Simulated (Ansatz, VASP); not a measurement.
**One calculation of BN, two programs**

```
B N
1.0
     2.46063    0.00000    0.00000
    -1.23031    2.13097    0.00000
     0.00000    0.00000    7.10143
B N
2 2
Direct
  0.33333 0.66667 0.25000
  0.66667 0.33333 0.75000
  0.33333 0.66667 0.75000
  0.66667 0.33333 0.25000
```

Alike in both runs: task single point; functional r2SCAN; k mesh 12 × 12 × 4; occupations gaussian, width 0.05 eV; no spin polarisation.

```csv
,VASP,Ansatz
version,VASP 6.6.1,Ansatz 0.2.0
potentials or method,"VASP PAW PBE potentials, release 64 (B, N)","scalar-relativistic, plane waves, PAW"
plane-wave cutoff (eV),520,500
valence electrons in the cell,16,16
```

|  | VASP | Ansatz | Ansatz less VASP |
| --- | --- | --- | --- |
| gap on the k mesh at the Fermi level (eV) | 5.06 | 5.02 | -0.041 |
| least direct gap on the mesh (eV) | 5.52 | 5.45 | -0.067 |
| pressure (GPa) | 12.3 | 11.9 | -0.39 |
| largest component of the traceless stress (GPa) | 13.08 | 12.39 | -0.688 |

The functional is the same, so the differences come from potentials, cutoffs and numerics.

Caveats: the PAW data sets were made with another functional, which shifts forces and pressure a little (VASP). A k mesh can miss the band edges. r2SCAN opens gaps a little over a GGA but as a rule still falls short of measured ones.
